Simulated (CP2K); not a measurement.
# Cd (Fm-3m) in CP2K: a series of runs

One crystal, Cd, is run at these levels: PBE; tasks: single point.

Everything below comes from runs of CP2K 2026.2. Logs are shortened: lines on timing, memory, paths and dates and some standing lists are left out, and cuts for length are marked.

## Step 1: The structure

It takes space group Fm-3m (No. 225, cubic). Conventional cell: a = 4.436 Å, b = 4.436 Å, c = 4.436 Å, α = 90.00°, β = 90.00°, γ = 90.00°. Cd (site symmetry m-3m) is surrounded by 12 Cd at 3.14 Å.

This isn't the form of Cd at room conditions, which is hcp.

## Step 2: Single point, PBE

Contents of cd_scf.inp:

```
&GLOBAL
  PROJECT cd_scf
  RUN_TYPE ENERGY_FORCE
  PRINT_LEVEL LOW
&END GLOBAL
&FORCE_EVAL
  METHOD QS
  STRESS_TENSOR ANALYTICAL
  &DFT
    BASIS_SET_FILE_NAME BASIS_MOLOPT
    POTENTIAL_FILE_NAME GTH_POTENTIALS
    &MGRID
      CUTOFF 450
      REL_CUTOFF 60
      NGRIDS 5
    &END MGRID
    &QS
      METHOD GPW
      EPS_DEFAULT 1.0E-9
    &END QS
    &KPOINTS
      SCHEME MONKHORST-PACK 10 10 10
      GAMMA_CENTERED T
      SYMMETRY T
      SYMMETRY_BACKEND SPGLIB
    &END KPOINTS
    &SCF
      SCF_GUESS ATOMIC
      EPS_SCF 1.0E-6
      MAX_SCF 100
      ADDED_MOS 8
      CHOLESKY OFF
      EPS_EIGVAL 1.0E-7
      &DIAGONALIZATION ON
        ALGORITHM STANDARD
      &END DIAGONALIZATION
      &MIXING ON
        METHOD BROYDEN_MIXING
        ALPHA 0.4
        BETA 1.5
        NBUFFER 8
      &END MIXING
      &SMEAR ON
        METHOD FERMI_DIRAC
        ELECTRONIC_TEMPERATURE 580.23
      &END SMEAR
    &END SCF
    &XC
      &XC_FUNCTIONAL
        &GGA_X_PBE
        &END GGA_X_PBE
        &GGA_C_PBE
        &END GGA_C_PBE
      &END XC_FUNCTIONAL
    &END XC
    &PRINT
      &KPOINTS ON
      &END KPOINTS
      &MULLIKEN ON
      &END MULLIKEN
      &MO ON
        ENERGIES T
        OCCUPATION_NUMBERS T
        &EACH
          QS_SCF 0
        &END EACH
        ADD_LAST NUMERIC
      &END MO
      &LOWDIN ON
      &END LOWDIN
      &HIRSHFELD ON
        SHAPE_FUNCTION DENSITY
      &END HIRSHFELD
    &END PRINT
  &END DFT
  &SUBSYS
    &CELL
      ABC 3.1369374598 3.1369374598 3.1369374598
      ALPHA_BETA_GAMMA 60.0000000004 59.9999999998 60.0000000003
      PERIODIC XYZ
    &END CELL
    &COORD
      Cd  0.0000000000 0.0000000000 0.0000000000
    &END COORD
    &KIND Cd
      BASIS_SET DZVP-MOLOPT-SR-GTH-q12
      POTENTIAL GTH-PBE-q12
    &END KIND
    &PRINT
      &ATOMIC_COORDINATES ON
      &END ATOMIC_COORDINATES
      &CELL ON
      &END CELL
    &END PRINT
  &END SUBSYS
  &PRINT
    &FORCES ON
    &END FORCES
    &STRESS_TENSOR ON
    &END STRESS_TENSOR
  &END PRINT
&END FORCE_EVAL
```

Potentials or basis: GTH_POTENTIALS Cd GTH-PBE-q12; DZVP-MOLOPT-SR-GTH basis.

The run is started by

```
OMP_NUM_THREADS=1 cp2k.psmp -i cd_scf.inp -o cd_scf.out
```

cd_scf.out:

```text

 CP2K| version string:                                       CP2K version 2026.2
 CP2K| Input file name                                                cd_scf.inp

 GLOBAL| Force Environment number                                              1
 GLOBAL| Basis set file name                                        BASIS_MOLOPT
 GLOBAL| Potential file name                                      GTH_POTENTIALS
 GLOBAL| MM Potential file name                                     MM_POTENTIAL
 GLOBAL| Coordinate file name                                      __STD_INPUT__
 GLOBAL| Method name                                                        CP2K
 GLOBAL| Project name                                                     cd_scf
 GLOBAL| Run type                                                   ENERGY_FORCE
 GLOBAL| FFT library                                                       FFTW3
 GLOBAL| Diagonalization library                                       ScaLAPACK
 GLOBAL| Cholesky decomposition library                                ScaLAPACK
 GLOBAL| DGEMM library                                                      BLAS
 GLOBAL| Direct generalized diagonalization requested                          F
 GLOBAL| Matrix multiplication library                                 ScaLAPACK
 GLOBAL| Global print level                                                  LOW
 GLOBAL| Total number of message passing processes                             1
 GLOBAL| Number of threads for this process                                    1
 GLOBAL| CPU model name                                                  UNKNOWN

 CELL| Volume [angstrom^3]:                                            21.827429
 CELL| Vector a [angstrom]:       3.137     0.000     0.000   |a| =     3.136937
 CELL| Vector b [angstrom]:       1.568     2.717     0.000   |b| =     3.136937
 CELL| Vector c [angstrom]:       1.568     0.906     2.561   |c| =     3.136937
 CELL| Angle (b,c), alpha [degree]:                                    60.000000
 CELL| Angle (a,c), beta  [degree]:                                    60.000000
 CELL| Angle (a,b), gamma [degree]:                                    60.000000
 CELL| Numerically orthorhombic:                                              NO
 CELL| Periodicity                                                           XYZ

 CELL_REF| Volume [angstrom^3]:                                        21.827429
 CELL_REF| Vector a [angstrom     3.137     0.000     0.000   |a| =     3.136937
 CELL_REF| Vector b [angstrom     1.568     2.717     0.000   |b| =     3.136937
 CELL_REF| Vector c [angstrom     1.568     0.906     2.561   |c| =     3.136937
 CELL_REF| Angle (b,c), alpha [degree]:                                60.000000
 CELL_REF| Angle (a,c), beta  [degree]:                                60.000000
 CELL_REF| Angle (a,b), gamma [degree]:                                60.000000
 CELL_REF| Numerically orthorhombic:                                          NO
 CELL_REF| Periodicity                                                       XYZ
[... 9 lines left out ...]
 TOTAL NUMBERS AND MAXIMUM NUMBERS

  Total number of            - Atomic kinds:                                   1
                             - Atoms:                                          1
                             - Shell sets:                                     1
                             - Shells:                                         7
                             - Primitive Cartesian functions:                  5
                             - Cartesian basis functions:                     30
                             - Spherical basis functions:                     25

  Maximum angular momentum of- Orbital basis functions:                        3
                             - Local part of the GTH pseudopotential:          0
                             - Non-local part of the GTH pseudopotential:      4

 MODULE QUICKSTEP: ATOMIC COORDINATES IN ANGSTROM

   Atom Kind Element         X             Y             Z       Z(eff)     Mass
      1    1 Cd   48      0.000000      0.000000      0.000000  12.0000 112.4110

 SCF PARAMETERS         Density guess:                                    ATOMIC
                        --------------------------------------------------------
                        max_scf:                                             100
[... 7 lines left out ...]
                        --------------------------------------------------------
                        level_shift [a.u.]:                             0.000000
                        added MOs                                         8    0
                        --------------------------------------------------------
                        Mixing method:                            BROYDEN_MIXING
[... 11 lines left out ...]
 *******************************************************************************
 BRILLOUIN| K-point scheme                                        Monkhorst-Pack
[... 52 lines left out ...]
 Extrapolation method: initial_guess

 Number of electrons:                                                         12
 Number of occupied orbitals:                                                  6
 Number of molecular orbitals:                                                14

 Number of orbital functions:                                                 25
 Number of independent orbital functions:                                     25

 SCF WAVEFUNCTION OPTIMIZATION

  Step     Update method      Time    Convergence         Total energy    Change
  ------------------------------------------------------------------------------
     1 NoMix/Diag. 0.40E+00    2.8     0.57549280       -46.1628641842 -4.62E+01
     2 Broy./Diag. 0.40E+00    2.3     0.03355515       -46.3837713707 -2.21E-01
     3 Broy./Diag. 0.40E+00    2.3     0.06208353       -46.1852555719  1.99E-01
     4 Broy./Diag. 0.40E+00    2.3     0.00150143       -46.0646867081  1.21E-01
     5 Broy./Diag. 0.40E+00    2.2     0.00168947       -46.0649956499 -3.09E-04
     6 Broy./Diag. 0.40E+00    2.2     0.00033226       -46.0689949210 -4.00E-03
     7 Broy./Diag. 0.40E+00    2.2     0.00020581       -46.0686869050  3.08E-04
     8 Broy./Diag. 0.40E+00    2.3     0.00012283       -46.0683179082  3.69E-04
     9 Broy./Diag. 0.40E+00    2.3     0.00000746       -46.0683840346 -6.61E-05
    10 Broy./Diag. 0.40E+00    2.3     0.00000268       -46.0683939588 -9.92E-06
    11 Broy./Diag. 0.40E+00    2.3     0.00000208       -46.0683906956  3.26E-06
    12 Broy./Diag. 0.40E+00    2.3     0.00000045       -46.0683908237 -1.28E-07

  *** SCF run converged in    12 steps ***

  Electronic density on regular grids:        -11.9999999823        0.0000000177
  Core density on regular grids:               11.9999999862       -0.0000000138
  Total charge density on r-space grids:        0.0000000040
  Total charge density g-space grids:           0.0000000040

  Overlap energy of the core charge distribution:               0.00000000000366
  Self energy of the core charge distribution:                -73.85754548261538
  Core Hamiltonian energy:                                     24.02348288350689
  Hartree energy:                                              10.39409092403072
  Exchange-correlation energy:                                 -6.62826342755983
  Electronic entropic energy:                                  -0.00015572110152
  Fermi energy:                                                 0.27684546234387

  Total energy:                                               -46.06839082365751
  Total energy (extrapolated to T->0):                        -46.06831296310675

 MO| EIGENVALUES AND OCCUPATION NUMBERS FOR K POINT 1
 MO|
 MO|  Index      Eigenvalue [a.u.]        Eigenvalue [eV]             Occupation
 MO|      1              -0.083181              -2.263474               2.000000
 MO|      2              -0.065884              -1.792796               2.000000
 MO|      3              -0.065884              -1.792796               2.000000
 MO|      4              -0.039006              -1.061395               2.000000
 MO|      5              -0.039006              -1.061395               2.000000
 MO|      6               0.111047               3.021729               2.000000
 MO|      7               0.313797               8.538855               0.000000
 MO|      8               0.802559              21.838730               0.000000
 MO|      9               0.802559              21.838740               0.000000
 MO|     10               1.032294              28.090147               0.000000
 MO|     11               1.032297              28.090216               0.000000
 MO|     12               1.170402              31.848249               0.000000
 MO|     13               1.221432              33.236855               0.000000
[... 260 lines left out ...]
 MO|      4              -0.038741              -1.054196               2.000000
 MO|      5              -0.037006              -1.006990               2.000000
 MO|      6               0.174747               4.755111               2.000000
 MO|      7               0.433937              11.808032               0.000000
 MO|      8               0.489785              13.327725               0.000000
 MO|      9               0.501245              13.639562               0.000000
 MO|     10               0.821855              22.363805               0.000000
 MO|     11               0.878378              23.901891               0.000000
 MO|     12               1.818053              49.471747               0.000000
 MO|     13               2.306421              62.760912               0.000000
 MO|     14               2.372975              64.571933               0.000000
 MO| Sum:                                                              12.000000
 MO| E(Fermi):            0.276845 a.u.          7.533348 eV
 MO| Band gap:            0.259190 a.u.          7.052920 eV

 [... the levels of further k-points ...]

 !-----------------------------------------------------------------------------!
                     Mulliken Population Analysis

 #  Atom  Element  Kind  Atomic population                           Net charge
       1     Cd       1         12.000000                             -0.000000
 # Total charge                             12.000000                 -0.000000

 !-----------------------------------------------------------------------------!

 !-----------------------------------------------------------------------------!
                           Hirshfeld Charges

  #Atom  Element  Kind  Ref Charge     Population                    Net charge
      1       Cd     1      12.000         12.000                        -0.000

  Total Charge                                                           -0.000
 !-----------------------------------------------------------------------------!

 LOWDIN POPULATION ANALYSIS

 #  Atom  Element  Kind  Atomic population                           Net charge
       1     Cd       1         12.000000                              0.000000
 # Total charge                             12.000000                  0.000000

 ENERGY| Total FORCE_EVAL ( QS ) energy [hartree]            -46.068390784644109

 FORCES| Atomic forces [hartree/bohr]
 FORCES|   Atom     x               y               z               |f|
 FORCES|      1  5.62271583E-15  1.18334160E-14  1.23209931E-14   1.79847585E-14
 FORCES| Sum     5.62271583E-15  1.18334160E-14  1.23209931E-14
 FORCES| Total atomic force                                       1.79847585E-14

 STRESS| Analytical stress tensor [bar]
 STRESS|                        x                   y                   z
 STRESS|      x        3.19328596616E+04   2.11646546727E-04  -1.46479823099E-02
 STRESS|      y        2.11646546727E-04   3.19328618595E+04  -6.19683414645E-03
 STRESS|      z       -1.46479823099E-02  -6.19683414645E-03   3.19328701039E+04
 STRESS| 1/3 Trace                                             3.19328638750E+04
 STRESS| Determinant                                           3.25621902182E+13

 STRESS| Eigenvectors and eigenvalues of the analytical stress tensor [bar]
 STRESS|                        1                   2                   3
 STRESS| Eigenvalues   3.19328484158E+04   3.19328614028E+04   3.19328818063E+04
 STRESS|      x           0.764075935854     -0.360450196588     -0.535036092267
 STRESS|      y           0.260100255036      0.931077857170     -0.255816108206
 STRESS|      z           0.590369224790      0.056299908232      0.805167373130
```

Run time: 34 s. Hardware: 1 thread of Arm Neoverse V2, shared host; peak memory 0.24 GiB.

What came out:

- Free energy: -1253.5847 eV
- Pressure: 3.2 GPa
- Band gap on the k mesh: none (metal or under the smearing width)

Caveat: the basis of atomic orbitals isn't converged, which shifts pressures, moduli and gaps.

## Step 3: Single point, PBE

cd_scf.inp, as its differences from that of step 2:

```diff
@@ -86,3 +86,3 @@
       BASIS_SET DZVP-MOLOPT-SR-GTH-q12
-      POTENTIAL GTH-PBE-q12
+      POTENTIAL GTH-PADE-q12
     &END KIND
```

Potentials or basis: GTH_POTENTIALS Cd GTH-PADE-q12; DZVP-MOLOPT-SR-GTH basis.

The run is started by

```
OMP_NUM_THREADS=1 cp2k.psmp -i cd_scf.inp -o cd_scf.out
```

Run time: 33 s. Hardware: 1 thread of Arm Neoverse V2, shared host; peak memory 0.24 GiB.

It converged, with:

| Item | Value |
| --- | --- |
| Free energy | -1256.2796 eV |
| Pressure | 2.5 GPa |
| Band gap on the k mesh | none (metal or under the smearing width) |

Levels at points of the mesh, in eV from the Fermi level:
```tsv
k point	band 4	band 5	band 6	band 7	band 8	band 9
(0.00, 0.00, 0.00)	-9.02	-9.02	-8.89	17.66	17.66	17.66
(0.00, 0.00, 0.50)	-8.65	-8.65	-2.46	-1.49	14.15	14.15
(0.00, 0.50, 0.50)	-8.56	-8.56	-0.94	1.23	7.03	7.03
```

Caveat: the potentials were made for another functional, which shifts forces and pressure; the basis of atomic orbitals isn't converged, which shifts pressures, moduli and gaps.

## Step 4: Single point, PBE

cd_scf.inp, as its differences from that of step 3:

```diff
@@ -86,3 +86,3 @@
       BASIS_SET DZVP-MOLOPT-SR-GTH-q12
-      POTENTIAL GTH-PADE-q12
+      POTENTIAL GTH-PBE-q12
     &END KIND
```

Potentials or basis: GTH_POTENTIALS Cd GTH-PBE-q12; DZVP-MOLOPT-SR-GTH basis.

The run is started by

```
OMP_NUM_THREADS=1 cp2k.psmp -i cd_scf.inp -o cd_scf.out
```

Wall time 33 s (1 thread of Arm Neoverse V2, shared host); peak memory 0.24 GiB.

It converged, with:

* Free energy: -1253.5847 eV
* Pressure: 3.2 GPa
* Band gap on the k mesh: none (metal or under the smearing width)

Levels at points of the mesh, in eV from the Fermi level:
```csv
k point,band 4,band 5,band 6,band 7,band 8,band 9
"(0.00, 0.00, 0.00)",-8.91,-8.90,-8.90,17.85,17.85,17.85
"(0.00, 0.00, 0.50)",-8.53,-8.53,-2.52,-1.46,14.30,14.30
"(0.00, 0.50, 0.50)",-8.44,-8.44,-0.98,1.25,7.01,7.01
```

Caveat: the basis of atomic orbitals isn't converged, which shifts pressures, moduli and gaps.

## Step 5: Single point, PBE

cd_scf.inp, as its differences from that of step 4:

```diff
@@ -10,3 +10,3 @@
     BASIS_SET_FILE_NAME BASIS_MOLOPT
-    POTENTIAL_FILE_NAME GTH_POTENTIALS
+    POTENTIAL_FILE_NAME POTENTIAL_UZH
     &MGRID
@@ -86,3 +86,3 @@
       BASIS_SET DZVP-MOLOPT-SR-GTH-q12
-      POTENTIAL GTH-PBE-q12
+      POTENTIAL GTH-SCAN-q12
     &END KIND
```

Potentials or basis: POTENTIAL_UZH Cd GTH-SCAN-q12; DZVP-MOLOPT-SR-GTH basis.

The run is started by

```
OMP_NUM_THREADS=1 cp2k.psmp -i cd_scf.inp -o cd_scf.out
```

Run time: 34 s. Hardware: 1 thread of Arm Neoverse V2, shared host; peak memory 0.24 GiB.

It converged, with:

```
Free energy            : -1254.5884 eV
Pressure               : 5.0 GPa
Band gap on the k mesh : none (metal or under the smearing width)
```

Levels at points of the mesh, in eV from the Fermi level:
```csv
k point,band 2,band 3,band 4,band 5,band 6,band 7,band 8,band 9,band 10,band 11
"(0.00, 0.00, 0.00)",-9.76,-9.76,-9.31,-9.31,-8.88,17.96,17.96,17.96,24.39,24.39
"(0.00, 0.00, 0.50)",-9.75,-9.75,-8.95,-8.95,-2.61,-1.40,14.38,14.38,19.42,19.42
"(0.00, 0.50, 0.50)",-10.30,-8.97,-8.85,-8.85,-1.04,1.35,7.02,7.02,11.13,18.56
```

Caveat: the potentials were made for another functional, which shifts forces and pressure; the basis of atomic orbitals isn't converged, which shifts pressures, moduli and gaps.

[end of part 1 of 2]
